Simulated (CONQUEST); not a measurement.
# Cu (I4/mmm) in CONQUEST: reference runs

Reference runs on Cu: the cell as given.

Everything below comes from runs of CONQUEST 1.3. Logs are shortened: lines on timing, memory, paths and dates and some standing lists are left out, and cuts for length are marked.

## (1) Starting point

It takes space group I4/mmm (No. 139, tetragonal). The conventional cell has a = 2.886 Å, b = 2.886 Å, c = 2.752 Å, α = 90.00°, β = 90.00°, γ = 90.00°. Cu (site symmetry 4/mmm) has 10 Cu at 2.46 to 2.75 Å as nearest neighbours.

This isn't the form of Cu at room conditions, which is fcc.

## (2) Single point, PBE

Input file Conquest_input:

```
IO.Title Cu
IO.Coordinates coords.dat
IO.FractionalAtomicCoords T
IO.Iprint 2
IO.Iprint_init 1
General.NumberOfSpecies 1
General.PseudopotentialType hamann
AtomMove.TypeOfRun static
AtomMove.FullStress T
Grid.GridCutoff 150
DM.SolutionMethod diagon
Diag.MPMesh T
Diag.GammaCentred T
Diag.MPMeshX 10
Diag.MPMeshY 9
Diag.MPMeshZ 9
Diag.kT 0.00183747
minE.SCTolerance 1e-6
SC.MaxIters 100
IO.AtomChargeOutput T
IO.DumpChargeDensity T
IO.DumpTotPot T
%block ChemicalSpeciesLabel
1 63.550 Cu
%endblock
```

Input file coords.dat:

```
    5.2008341314     0.0000000000     0.0000000000
    0.0000000000     5.4529684585     0.0000000000
    0.0000000000     0.0000000000     5.4529684585
2
  0.0000000000   0.0000000000   0.0000000000 1 T T T
  0.5000000000   0.5000000000   0.5000000000 1 T T T
```

Potentials or basis: PseudoDojo NC PBE, DZP, grid cutoff 150 Ha.

Launch:

```
$ Conquest
```

What it wrote:

```text
Simulation cell dimensions:     5.2008 a0 x     5.4530 a0 x     5.4530 a0

      Atomic coordinates (a0)
         Atom         X         Y         Z  Species
            1    0.0000    0.0000    0.0000        1
            2    2.6004    2.7265    2.7265        1

         Monkhorst-Pack mesh:  10 x   9 x   9 gamma-centred
        This calculation includes non-local pseudopotentials,
         with a maximum core radius of      7.11619042

    Job title: Cu
    Job to be run: static calculation

[... 5 lines left out ...]
      Using Fermi-Dirac smearing

    Integration grid size:     32 x   32 x   32

    Integration grid spacing:  0.163 a0 x 0.170 a0 x 0.170 a0

    Number of species:  1
    --------------------------------------------------------
    |   #  mass (au)  Charge (e)  SF Rad (a0)  NSF  Label  |
    --------------------------------------------------------
    |   1     63.550      19.000        7.327   19  Cu     |
    --------------------------------------------------------
          SCF tolerance:                 0.00000100
          SCF iterations:               100

    The functional used will be GGA PBE96

           radial cut-off to be used is taken to be max PAO cut-off radius for this species:    7.116190

           greatest ang. mom. for making density from PAOs:  2
    Minimum blocs/proc is      512. Maximum blocs/proc is      512
    set_atom_dens: In set_atomic_density, electrons :      38.000000000000
 matrix_size & matrix_size_padH =           38          38

    Screened ion int: energy:    -327.545659497690 Ha

    new_SC_potl: Starting.  Tolerance:  0.10000E-05

    PulayMixSC: Starting Pulay mixing, A_up =  0.500 A_dn =  0.500
    PulayMixSC: Spin non-polarised calculation.
          Harris-Foulkes Energy            :      -379.270942534704830 Ha
          GroundState Energy (E-(1/2)TS)   :      -379.271092181697725 Ha
          Free Energy (E-TS)               :      -379.271241828690620 Ha
          DFT Total Energy                 :      -379.054986045423675 Ha
          Total number of electrons        :        37.999999999999801
    PulayMixSC: Pulay iteration     1 residual:              0.72943E-02
          Harris-Foulkes Energy            :      -379.209953579867090 Ha
          GroundState Energy (E-(1/2)TS)   :      -379.210031554263480 Ha
          Free Energy (E-TS)               :      -379.210109528659871 Ha
          DFT Total Energy                 :      -379.175434112721973 Ha
          Total number of electrons        :        38.000009722045782
    PulayMixSC: Pulay iteration     2 residual:              0.30093E-02
          Harris-Foulkes Energy            :      -379.196709324817732 Ha
          GroundState Energy (E-(1/2)TS)   :      -379.196810032385372 Ha
          Free Energy (E-TS)               :      -379.196910739953012 Ha
          DFT Total Energy                 :      -379.196526798105538 Ha
          Total number of electrons        :        38.000015862101407
    PulayMixSC: Pulay iteration     3 residual:              0.34554E-03
          Harris-Foulkes Energy            :      -379.196620901289350 Ha
          GroundState Energy (E-(1/2)TS)   :      -379.196725387336642 Ha
          Free Energy (E-TS)               :      -379.196829873383990 Ha
          DFT Total Energy                 :      -379.196572890003608 Ha
          Total number of electrons        :        38.000022590118476
    PulayMixSC: Pulay iteration     4 residual:              0.10746E-03
          Harris-Foulkes Energy            :      -379.196606112324503 Ha
          GroundState Energy (E-(1/2)TS)   :      -379.196709089462729 Ha
          Free Energy (E-TS)               :      -379.196812066600955 Ha
          DFT Total Energy                 :      -379.196606108764627 Ha
          Total number of electrons        :        38.000023113184888
    PulayMixSC: Pulay iteration     5 residual:              0.33138E-05
          Harris-Foulkes Energy            :      -379.196606410723120 Ha
          GroundState Energy (E-(1/2)TS)   :      -379.196709399825068 Ha
          Free Energy (E-TS)               :      -379.196812388927015 Ha
          DFT Total Energy                 :      -379.196606410393770 Ha
          Total number of electrons        :        38.000023412683539
    PulayMixSC: Pulay iteration     6 residual:              0.35187E-06
    PulayMixSC: Reached SCF tolerance of  0.35187E-06 after      6 iterations
      | Number of electrons      =        38.000023
      |* band energy as 2Tr[K.H] =       -56.951071059172151 Ha
      |  screened ion-ion energy =      -327.545659497690338 Ha
      |  Ha correction           =         3.723638105413360 Ha
      |  XC correction           =         1.576478573076165 Ha
      | GS Energy as E-(1/2)TS   =      -379.196709399825068 Ha
      | Free Energy as E-TS      =      -379.196812388927015 Ha
      |* Harris-Foulkes energy   =      -379.196606410723120 Ha
      |* DFT total energy        =      -379.196606410393770 Ha
      |  estimated accuracy      =        -0.000000000329351 Ha

    force: Forces on atoms (Ha/a0)
    force:  Atom   X              Y              Z
    force:     1   0.0000000000  -0.0000000000  -0.0000000000
    force:     2  -0.0000000000   0.0000000000   0.0000000000

    force: Maximum force :        0.00000000(Ha/a0) on atom         2 in y direction
    force: Force Residual:        0.00000000 Ha/a0
    force: Total stress:         -6.46319738    -0.00000000     0.00000000 GPa
                            -0.00000000    -8.13319209     0.00000000
                             0.00000000     0.00000000    -8.13319209
    force: Average pressure:      7.57652719 GPa

    force: Finished force
    get_E_and_F: Change in energy during last step of electronic optimisation: -0.29840E-06

    BIBLIOGRAPHY: Please consider citing the following references in the conquest.bib file

    CONQUEST:         Bowler2002pt, Miyazaki2004, Nakata2020
    Basis:            Bowler2019
    DM:               Bowler:2006xr
    Pseudopotentials: Hamann2013, Bowler2019
    XC functional:    Perdew1996
```

Run time: 86 s. Hardware: 1 thread of INTEL XEON PLATINUM 8581C at 2.30GHz (Emerald Rapids), shared host; peak memory 0.54 GiB.

What came out:

```yaml
Free_energy: -10318.4709 eV
Pressure: 7.6 GPa
Band_gap_on_the_k_mesh: none (metal or under the smearing width)
```

Stress tensor (GPa, compression positive):
```
6.46 0.00 0.00
0.00 8.13 0.00
0.00 0.00 8.13
```

Levels at points of the mesh, in eV from the Fermi level:
```csv
k point,band 15,band 16,band 17,band 18,band 19,band 20,band 21,band 22,band 23,band 24
"(0.00, 0.00, 0.00)",-2.25,-2.03,-1.55,-1.55,-1.50,8.04,8.04,10.03,14.65,15.05
"(0.50, 0.00, 0.00)",-2.96,-2.96,-2.41,-2.41,-1.00,-1.00,15.54,15.54,15.54,15.54
```

Caveat: the box holds several primitive cells, so bands are folded and the points are those of the box's own zone; the basis of atomic orbitals isn't converged, which shifts pressures, moduli and gaps.
